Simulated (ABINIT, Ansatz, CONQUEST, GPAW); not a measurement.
**One calculation of AlCu, 4 ways**

```
Cu Al
1.0
     2.99751    0.00000    0.00000
     0.00000    2.99751    0.00000
     0.00000    0.00000    2.99751
Cu Al
1 1
Direct
  0.50000 0.50000 0.50000
  0.00000 0.00000 0.00000
```

The cell comes from a database or a generator and needn't be the stable form of this composition.

Alike in all runs: task single point; functional PBEsol; k mesh 9 × 9 × 9; occupations fermi-dirac, width 0.05 eV; no spin polarisation; no spin-orbit coupling. Pressure is positive in compression and, in plane waves, holds the error of the finite cutoff.

```tsv
program and potentials	plane-wave cutoff (eV)	notes	pressure (GPa)
ABINIT, PseudoDojo NC SR PBEsol v0.4.1 standard	1252	11 valence electrons an atom on average	-4.97
CONQUEST, PseudoDojo NC PBEsol, DZP, grid cutoff 150 Ha	-	atomic basis; 11 valence electrons an atom on average	-2.32
Ansatz, all-electron LAPW, scalar-relativistic	-	-	-4.68
GPAW, PAW data sets generated for this functional	600	7 valence electrons an atom on average; this data set often lies off other programs	-3.83
```

The pressure spans -4.97 (ABINIT, PseudoDojo NC SR PBEsol v0.4.1 standard) to -2.32 GPa (CONQUEST, PseudoDojo NC PBEsol, DZP, grid cutoff 150 Ha), with all-electron results at -4.68. Rows in atomic bases carry the error of their basis and grid, which can be large.

Differences between rows come from potentials, basis sets and numerical settings, since the functional is the same but for its coding. Runs on potential files found faulty are left out.
